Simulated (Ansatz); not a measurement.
**Sc under changes of volume**

One of the cells (25.002 Å³/atom); the others are scaled copies at fixed shape and fractional positions:

```
CELL_PARAMETERS angstrom
3.30900 0.00000 0.00000
-1.65450 2.86568 0.00000
0.00000 0.00000 5.27330
ATOMIC_POSITIONS crystal
Sc 0.66667 0.33333 0.75000
Sc 0.33333 0.66667 0.25000
```

- Program: Ansatz 0.2.0
- Functional: PBEsol
- Potentials or basis: Ansatz PAW earlier set
- Cutoff: 610 eV (not typed: the program's choice for these potentials)
- k mesh: 9 × 9 × 5
- Occupations: fermi-dirac, width 0.05 eV
- Spin: no spin polarisation

```csv
volume (Å³/atom),energy over the lowest point (meV/atom),pressure (GPa)
23.502,0.00,0.5
24.002,?,?
24.502,4.63,-1.8
25.002,11.99,-2.8
25.502,22.33,-3.7
26.002,35.40,-4.6
26.502,50.96,-5.3
```

Task: What does the run at 24.002 Å³/atom give?

Result: Energy over the lowest point 0.53 meV/atom; pressure -0.7 GPa.

Worked out: A Birch-Murnaghan fit of order 3 (a polynomial in V^(-2/3)) to the other rows has its minimum at 23.68 Å³/atom with B0 = V·E''(V) = 57 GPa and B' = 3.3 at fixed shape and positions, which overstates the stiffness. It gives 0.53 meV/atom at 24.002 Å³/atom, against the run's 0.53, and -dE/dV = -0.8 GPa, against -0.7.

Energies are extrapolated to zero smearing.

Caveats: the PAW data sets come from PBE, with cores solved anew for the run's functional, which leaves a small shift of forces and pressure.
